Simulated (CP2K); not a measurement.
# How the settings of CP2K move a run on AgBr

Simulated with CP2K 2026.2. This is a test of settings. The cell began as a measured structure and was relaxed with r2SCAN in plane waves (Ansatz 0.2.0). All runs are without spin polarisation.

The symmetry is Fm-3m (No. 225, cubic); a = 5.786 Å in the conventional setting, 24.21 Å³ an atom. Ag is surrounded by 6 Br at 2.89 Å; Br is surrounded by 6 Ag at 2.89 Å.

The base run uses PBE in the SZV-MOLOPT-SR basis.

```
&GLOBAL
 PROJECT run
 RUN_TYPE ENERGY_FORCE
 PRINT_LEVEL LOW
&END GLOBAL
&FORCE_EVAL
 METHOD QS
 STRESS_TENSOR ANALYTICAL
 &DFT
  BASIS_SET_FILE_NAME BASIS_MOLOPT
  POTENTIAL_FILE_NAME GTH_POTENTIALS
  &QS
   EXTRAPOLATION USE_GUESS
  &END QS
  &MGRID
   CUTOFF 350
   REL_CUTOFF 50
  &END MGRID
  &XC
   &XC_FUNCTIONAL PBE
   &END XC_FUNCTIONAL
  &END XC
  &KPOINTS
   SCHEME MONKHORST-PACK 5 5 5
   SYMMETRY F
   FULL_GRID F
  &END KPOINTS
  &SCF
   ADDED_MOS 8
   EPS_SCF 1e-6
   MAX_SCF 80
   &DIAGONALIZATION
   &END DIAGONALIZATION
   &MIXING
    METHOD BROYDEN_MIXING
    ALPHA 0.3
   &END MIXING
   &SMEAR
    METHOD FERMI_DIRAC
    ELECTRONIC_TEMPERATURE [K] 232
   &END SMEAR
   &PRINT
    &ITERATION_INFO
    &END ITERATION_INFO
   &END PRINT
  &END SCF
  &PRINT
   &BAND_STRUCTURE
    FILE_NAME bands.bs
    ADDED_MOS 6
    &KPOINT_SET
     UNITS B_VECTOR
     SPECIAL_POINT 0.00000000 0.00000000 0.00000000
     NPOINTS 0
    &END KPOINT_SET
    &KPOINT_SET
     UNITS B_VECTOR
     SPECIAL_POINT 0.50000000 0.00000000 0.50000000
     NPOINTS 0
    &END KPOINT_SET
    &KPOINT_SET
     UNITS B_VECTOR
     SPECIAL_POINT 0.62500000 0.25000000 0.62500000
     NPOINTS 0
    &END KPOINT_SET
    &KPOINT_SET
     UNITS B_VECTOR
     SPECIAL_POINT 0.37500000 0.37500000 0.75000000
     NPOINTS 0
    &END KPOINT_SET
    &KPOINT_SET
     UNITS B_VECTOR
     SPECIAL_POINT 0.50000000 0.50000000 0.50000000
     NPOINTS 0
    &END KPOINT_SET
    &KPOINT_SET
     UNITS B_VECTOR
     SPECIAL_POINT 0.50000000 0.25000000 0.75000000
     NPOINTS 0
    &END KPOINT_SET
    &KPOINT_SET
     UNITS B_VECTOR
     SPECIAL_POINT 0.00000000 0.00000000 0.50000000
     NPOINTS 0
    &END KPOINT_SET
   &END BAND_STRUCTURE
  &END PRINT
 &END DFT
 &SUBSYS
  &CELL
   A 4.09098368 0.00000000 0.00000000
   B 2.04549184 3.54289580 0.00000000
   C 2.04549184 1.18096527 3.34027419
  &END CELL
  &COORD
   SCALED
   Ag 0.00000000 -0.00000000 -0.00000000
   Br 0.50000000 0.50000000 0.50000000
  &END COORD
  &KIND Ag
   BASIS_SET SZV-MOLOPT-SR-GTH
   POTENTIAL GTH-PBE
  &END KIND
  &KIND Br
   BASIS_SET SZV-MOLOPT-SR-GTH
   POTENTIAL GTH-PBE
  &END KIND
 &END SUBSYS
 &PRINT
  &STRESS_TENSOR
  &END STRESS_TENSOR
  &FORCES
  &END FORCES
 &END PRINT
&END FORCE_EVAL
```

Command: `cp2k.psmp -i run.inp`. It took 2.7 s on 2 threads of Arm Neoverse V2, on a shared host, peak memory 0.2 GiB.

It converged with a gap of 0.54 eV and a pressure of 6.66 GPa (positive in compression). Pressures on CP2K's grid carry noise of some tenths of a GPa.

Each further run moved one setting: CUTOFF (density grid cutoff in Ry); KPOINTS (Monkhorst-Pack mesh); EPS_SCF (SCF threshold); XC_FUNCTIONAL (functional, with the PBE potentials kept); CHARGE (charge of the cell). Changes are from the base run, which isn't itself converged in every setting; energies of another Hamiltonian, functional, basis or charge aren't compared, and those at a high electronic temperature are mostly its entropy term. CP2K's gap is over the listed points.

| setting | how it ended | gap change (eV) | energy change (meV/atom) | pressure change (GPa) | time (s) |
| --- | --- | --- | --- | --- | --- |
| CUTOFF = 120 | converged | 0.00 | -9.4 | 0.23 | 2.3 |
| KPOINTS = 7x7x7 | converged | 0.00 | -1.8 | -0.03 | 3.6 |
| EPS_SCF = 1e-9 | converged | 0.00 | 0.0 | 0.00 | 3.9 |
| XC_FUNCTIONAL = OLYP | converged | 0.56 | – | 2.15 | 2.6 |
| XC_FUNCTIONAL = BLYP | converged | 0.22 | – | 3.26 | 2.6 |
| CHARGE = 1 (poor on purpose) | converged | – | – | – | 3.6 |

EPS_SCF = 1e-9 changes nothing that matters here.

The runs are scalar-relativistic, without spin-orbit coupling.
